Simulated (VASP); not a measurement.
Set up this calculation in VASP 6.6.1, as the native input.

- Task: relaxation of shape and atoms at fixed volume
- Functional: PBEsol
- Potentials or basis: VASP PAW PBE potentials, release 64 (Zn, O)
- Cutoff: 600 eV
- k mesh: 9 × 9 × 5
- Occupations: gaussian, width 0.03 eV
- Spin: no spin polarisation
- Further INCAR settings: ALGO = Fast; EDIFF = 1e-07; IBRION = 2; EDIFFG = -0.01; NSW = 40; ISIF = 4

The structure of ZnO (zincite) lies in POSCAR:

```
ZnO                                     
1.0
    3.1706859272      0.0000000000      0.0000000000
   -1.5853429636      2.7458945603      0.0000000000
    0.0000000000      0.0000000000      5.1172232778
  Zn              O             
     2     2
Direct
     0.3333333332999970    0.6666666667000030    0.4999835655487185
     0.6666666667000030    0.3333333332999970    0.9999835655487185
     0.6666666667000030    0.3333333332999970    0.3790264344512824
     0.3333333332999970    0.6666666667000030    0.8790264344512825
```

The cell isn't the ideal one: a relaxed cell with its volume scaled by 0.94.

One way to write it, as run:

INCAR

```
SYSTEM = ZnO
PREC = Accurate ; ENCUT = 600
EDIFF = 1E-7 ; ISMEAR = 0
SIGMA = 0.03 ; LREAL = .FALSE.
LASPH = .TRUE. ; NELM = 80
ALGO = Fast ; ISIF = 4
LWAVE = .FALSE. ; LCHARG = .FALSE.
GGA = PS ; IBRION = 2
NSW = 40 ; EDIFFG = -0.01
```

KPOINTS

```
regular mesh
0
G
  9 9 5
  0 0 0
```

Potentials or basis: VASP PAW PBE potentials, release 64 (Zn, O).

Launch:

```bash
$ cat potpaw_PBE.64/Zn/POTCAR potpaw_PBE.64/O/POTCAR > POTCAR
$ mpirun -np 1 vasp_std > vasp.out
```

Results of the run:

```yaml
Pressure_after_relaxing: 10.2 GPa
Largest_force_after_relaxing: 0.006 eV/Å
Band_gap_on_the_k_mesh: 0.77 eV, direct
```

Caveat: the relaxation stopped at its first step, so nothing moved; the PAW data sets were made with another functional, which shifts forces and pressure a little.

It took 25 s on 1 thread of Intel(R) Xeon(R) 6975P-C (Granite Rapids) (shared host), peak memory 0.2 GiB.
